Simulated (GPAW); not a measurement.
BeS:

```
S Be
1.0
     0.00000    2.42500    2.42500
     2.42500    0.00000    2.42500
     2.42500    2.42500    0.00000
S Be
1 1
Direct
  0.75000 0.75000 0.75000
  0.00000 0.00000 0.00000
```

- Program: GPAW 26.7.0
- Task: relaxation of cell and atoms
- Functional: revPBE
- Dispersion: D3(BJ)
- Potentials or basis: the program's PAW data sets (release 1.2.1) made for this functional
- Cutoff: 800 eV
- Basis: pw
- k mesh: 9 × 9 × 9
- Occupations: fermi-dirac, width 0.05 eV
- Spin: no spin polarisation

At the start: pressure -3.3 GPa; volume 14.26 Å³/atom.

Question: Where does the relaxation end?

Answer: Over 3 steps the energy falls by 5.0 meV/atom and the volume is 13.77 Å³/atom (-3.4 %); space group F-43m (No. 216, to 0.05 Å).

Step by step:
```tsv
step	energy change (eV)	largest force (eV/Å)	pressure (GPa)	volume (Å³)
1	0.0000	0.0000	-3.33	28.52
2	-0.0034	0.0000	-2.74	28.34
3	-0.0100	0.0000	0.09	27.54
```

Final structure:
```
CELL_PARAMETERS angstrom
0.00000 2.39686 2.39686
2.39686 0.00000 2.39686
2.39686 2.39686 0.00000
ATOMIC_POSITIONS crystal
S 0.75000 0.75000 0.75000
Be 0.00000 0.00000 0.00000
```

Caveat: later steps reuse the first step's grids.
